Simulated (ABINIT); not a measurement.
This ABINIT 10.8.3 (patched build) run on MnO needs a look.

File run.abi:

```
pp_dirpath "./"
pseudos "Mn.GGA_PBE-JTH.xml, O.GGA_PBE-JTH.xml"

acell 3*1.0 Angstrom
rprim
     0.0000000000     2.2239077028     2.2239077028
     2.2239077028     0.0000000000     2.2239077028
     2.2239077028     2.2239077028     0.0000000000
ntypat 2
znucl 25 8
natom 2
typat 1 2
xred
     0.0000000000     0.0000000000     0.0000000000
     0.5000000000     0.5000000000     0.5000000000

ecut 26.0
pawecutdg 48.0
pawxcdev 0

kptopt 1
ngkpt 8 8 8
nshiftk 1
shiftk 0.0 0.0 0.0

ixc 11

nband 16
occopt 3
tsmear 0.00183747

nsppol 2
spinat
     0.0000000000     0.0000000000     4.0000000000
     0.0000000000     0.0000000000     0.0000000000

nstep 75
tolvrs 1.0e-9

iomode 3
prtwf 0
prtden 0
prteig 0
prtebands 0

cellcharge 2.0
```

Potentials or basis: JTH PAW PBE v2.0.

Run with:

```bash
$ abinit run.abi > log 2>&1
```

run.abo:

```text
.Version 10.8.3 of ABINIT
 Symmetries : space group Fm -3 m (#225); Bravais cF (face-center cubic)
================================================================================
 Values of the parameters that define the memory need of the present run
     intxc =       0    ionmov =       0      iscf =      17    lmnmax =      18
     lnmax =       6     mgfft =      30  mpssoang =       3    mqgrid =    3001
     natom =       2  nloc_mem =       2    nspden =       2   nspinor =       1
    nsppol =       2      nsym =      48    n1xccc =       1    ntypat =       2
    occopt =       3   xclevel =       2
       mpw =         953          nfft =       27000          nkpt =          29
 PAW method is used; the additional fine FFT grid is defined by:
   mgfftf=        40    nfftf =     64000
================================================================================
================================================================================

[... 271 lines left out ...]
- sigma(3 3)=  1.91267094E+02  sigma(2 1)=  0.00000000E+00

== END DATASET(S) ==============================================================
================================================================================

 -outvars: echo values of variables after computation  --------
            acell      1.8897261259E+00  1.8897261259E+00  1.8897261259E+00 Bohr
           etotal     -1.2139600106E+02
            fcart     -0.0000000000E+00 -0.0000000000E+00 -0.0000000000E+00
                      -0.0000000000E+00 -0.0000000000E+00 -0.0000000000E+00
            rprim      0.0000000000E+00  2.2239077028E+00  2.2239077028E+00
                       2.2239077028E+00  0.0000000000E+00  2.2239077028E+00
                       2.2239077028E+00  2.2239077028E+00  0.0000000000E+00
           strten      6.5010363995E-03  6.5010363995E-03  6.5010363995E-03
                       0.0000000000E+00  0.0000000000E+00  0.0000000000E+00
           xangst      0.0000000000E+00  0.0000000000E+00  0.0000000000E+00
                       2.2239077028E+00  2.2239077028E+00  2.2239077028E+00
             xred      0.0000000000E+00  0.0000000000E+00  0.0000000000E+00
                       5.0000000000E-01  5.0000000000E-01  5.0000000000E-01
 Calculation completed.
```

**Question.** How did it end, and where is the flaw?

**Answer.** The run converged. The input holds a flaw that was put in on purpose: charged cell typed by mistake (cellcharge = 2). The program doesn't stop on it, so the numbers can't be trusted though the run ends normally.
